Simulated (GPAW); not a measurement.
# Quasiparticle gap of RbCl (Fm-3m) in GPAW, part 2 of 2

Wanted: ground state, empty states, screening and self-energy for RbCl (Fm-3m).

GPAW 26.7.0; PBE and many-body steps on it, plane waves. Known limits of the many-body steps: not at the basis limit; no spin-orbit coupling.

So far. Step 3 (Bands along the symmetry lines): The gap is 5.005 eV, as in the run before at this level. Step 4 (Empty states on the mesh, 4×4×4 mesh, 1068 bands): On this mesh the gap is 5.005 eV.

## 5. Screening and self-energy, 4×4×4 mesh, 491 bands, screening to 210 eV

Now the one-shot GW correction: screening in the RPA, then the self-energy of the levels asked for.

This step: G0W0 on PBE, plane waves, PAW.

Contents of run.py:

```python
import json
import numpy as np
from gpaw.mpi import world
from gpaw.response.g0w0 import G0W0

gw = G0W0('full.gpw',
    filename='gw',
    kpts=[0],
    bands=(6, 10),
    ecut=210,
    nbands=491,
    integrate_gamma='WS',
    ppa=True)
gw.calculate()
res = {mode: {k: v for k, v in r.items() if k != 'sigma_eskwn'}
       for mode, r in gw.all_results.items()}

if world.rank == 0:
    with open('result.json', 'w') as f:
        json.dump(res, f, default=lambda x: x.tolist())
```

Started as:

```console
$ mpirun -n 8 gpaw python run.py
```

Numbers of over 12 decimals in the logs are rounded to 6 here.

The log of the run:

```text
Using integrator: PointIntegrator
FrequencyGridDescriptor(from 0.000+0.000j to 0.000+27.211j eV, 2 points)
Nonperiodic BCs:  [False False False]
Using integrator: PointIntegrator
FrequencyGridDescriptor(from 0.000+0.000j to 0.000+27.211j eV, 2 points)
Nonperiodic BCs:  [False False False]
  ___  _ _ _
 |   || | | |
 | | || | | |
 |__ ||_____|
 |___|

BZ k-points: Symmetries present (total): 48

  [... matrices ...]
64 k-points: 4 x 4 x 4 Monkhorst-Pack grid + [1/8,1/8,1/8]
8 k-points in the irreducible part of the Brillouin zone
       k-points in crystal coordinates                weights
   0:     0.00000000    0.00000000    0.00000000          1/64
   1:     0.25000000    0.25000000    0.00000000          6/64
   2:     0.25000000    0.25000000    0.25000000          8/64
   3:     0.50000000    0.25000000   -0.25000000          6/64
   4:     0.50000000    0.25000000    0.25000000         12/64
   5:     0.50000000    0.50000000    0.00000000          3/64
   6:     0.50000000    0.50000000    0.25000000         24/64
   7:     0.50000000    0.50000000    0.50000000          4/64

Distributing spins, k-points and bands (1 x 1 x 4) over 8 processes
Number of blocks: 1

Quasi particle states:
k-points (IBZ indices): [0]
Band range: (6, 10)
  [... matrices ...]
Computational parameters:
Plane wave cut-off: 210 eV
Number of bands: 491
Coulomb cutoff: None
Broadening: 0.1 eV

fxc modes: GW
Kernel: RPA
Using Godby-Needs plasmon-pole approximation:
  Fitting energy: i*E0, E0 = 1.000 Hartree
Summing all q:

Calculating screened Coulomb potential
No Coulomb truncation
FrequencyGridDescriptor(from 0.000+0.000j to 0.000+27.211j eV, 2 points)
Removing empty qpoint cache files...

Calculating chi0 body with:
    Ground state adapter containing:
    Number of spins: 1
    Number of kpoints: 64
    Number of irreducible kpoints: 8
    Number of completely occupied states: 8
    Number of partially occupied states: 8
    Occupied states memory: 1.6875 M / cpu

    Linear response parametrization:
    q_c: [0.0, 0.0, 0.0]
    Number of frequency points: 2
    Planewave cutoff: 210.0
    Number of bands: 491
    Number of planewaves: 531
    Broadening (eta): 1e-06
    comm.size: 8
    kncomm.size: 8
    blockcomm.size: 1

    Memory estimate of potentially large arrays:
        chi0_wGG: 8.604767 M / cpu
Integrating chi0 body.

Symmetries of q_c:
    Direct symmetries (Uq -> q): 48
    Indirect symmetries (TUq -> q): 0
In total 48 allowed symmetries.

  [... matrices ...]
8 groups of equivalent kpoints. 87.5% reduction.

Integral kind: response function
Integrating chi0 head and wings.

Symmetries of q_c:
    Direct symmetries (Uq -> q): 48
    Indirect symmetries (TUq -> q): 0
In total 48 allowed symmetries.

  [... matrices ...]
8 groups of equivalent kpoints. 87.5% reduction.

Integral kind: response function wings

Calculating chi0 body with:
    Ground state adapter containing:
    Number of spins: 1
    Number of kpoints: 64
    Number of irreducible kpoints: 8
    Number of completely occupied states: 8
    Number of partially occupied states: 8
    Occupied states memory: 1.6875 M / cpu

    Linear response parametrization:
[... the further q-points ...]

Results:
f:      Occupation numbers
eps:     KS-eigenvalues [eV]
vxc:     KS vxc [eV]
exx:     Exact exchange [eV]
sigma:   Self-energies [eV]
dsigma:  Self-energy derivatives
Z:       Renormalization factors
qp:      QP-energies [eV]

k-point 0 (0): (0.000, 0.000, 0.000)                GW
band       f     eps     vxc     exx   sigma  dsigma       Z      qp
                                                                   GW
   6   1.000  -0.219 -16.227 -20.648   1.697  -0.268   0.788  -2.368
   7   1.000  -0.219 -16.227 -20.648   1.697  -0.268   0.788  -2.368
   8   0.000   4.786  -7.697  -4.119  -2.912  -0.135   0.881   5.372
   9   0.000   7.767  -8.240  -3.917  -2.988  -0.133   0.882   8.945
```

Elapsed: 4.3 min, on 8 MPI ranks of Intel Xeon 6975P-C (Granite Rapids), shared host; peak memory 3.1 GiB; 34 min of CPU time.

This step gave:

- G0W0 gap on the points computed: 7.740 eV
- least direct G0W0 gap on the computed points: 7.740 eV
- Z at the valence top: 0.7884
- Z at the conduction bottom: 0.8809
- starting gap on the mesh: 5.005 eV
- k of the valence top: 0, 0, 0
- k of the conduction bottom: 0, 0, 0

The gap on the mesh goes from 5.01 eV to 7.74 eV, a correction of +2.73 eV.

Limits: finite bands, cutoff and mesh; no spin-orbit coupling. v1 is the top filled band, c1 the lowest empty one. Levels before and after the correction, in eV, zero at the valence-band top of each column:

```tsv
	conduction bottom	valence top
Kohn-Sham	5.01	0.00
G0W0	7.74	0.00
```

```tsv
	level	energy (eV)
Kohn-Sham	Γ v2-v1	0.000
Kohn-Sham	Γ c1	5.005
Kohn-Sham	Γ c2	7.987
G0W0	Γ v2-v1	0.000
G0W0	Γ c1	7.740
G0W0	Γ c2	11.313
```

## 6. Where the time went

Times are wall times on 8 MPI ranks of Intel Xeon 6975P-C (Granite Rapids), shared host, good to a factor of about two.

```tsv
step	time	share	memory (GiB)
ground state	5.4 s	2 %	1.3
bands along the symmetry lines	5.8 s	2 %	1.4
empty states on the mesh	8.7 s	3 %	2.7
screening and self-energy	4.3 min	93 %	3.1
```

## 7. Outcome

```json
{
  "PBE gap": "5.01 eV, direct",
  "G0W0 gap on the mesh": "7.74 eV",
  "GW settings": "4×4×4 mesh, 491 bands, screening to 210 eV, Godby-Needs plasmon pole",
  "known limits": "not at the basis limit; no spin-orbit coupling"
}
```

What this shows: G0W0 moves the gap on the mesh from 5.01 eV to 7.74 eV (+2.73 eV), with Z of 0.79 and 0.88 at the edges. Only 1 of the mesh's irreducible points was corrected, so a valley elsewhere could overtake. The dearest step here is «screening and self-energy». Bands and cutoff are finite, so the gap is not at the basis limit. The miss can reach some tenths of an eV and take either sign; the mesh is an error of its own. These stock PAW sets were not made for GW. In the G0W0 run levels were corrected at 1 k point alone, so a gap called «on the mesh» is the least over those, and an edge elsewhere would be missed. The many-body steps are scalar-relativistic: spin-orbit coupling is not in them.

[Paths, hosts, dates, memory and timing lines, banners, echoed tables and standing remarks are left out of the program output.]

[Logs are printed without paths, hosts, clocks, repeated set-up lines and the standing remarks that a program may print on its own settings, such as how far it seeks lower states.]

[Runs of the session that timed out or met a known fault of the program may be left out.]

[Hosts, paths, dates, database ids (printed as entryN), source tags and the programs' standing remarks are cut or masked in the printed files.]
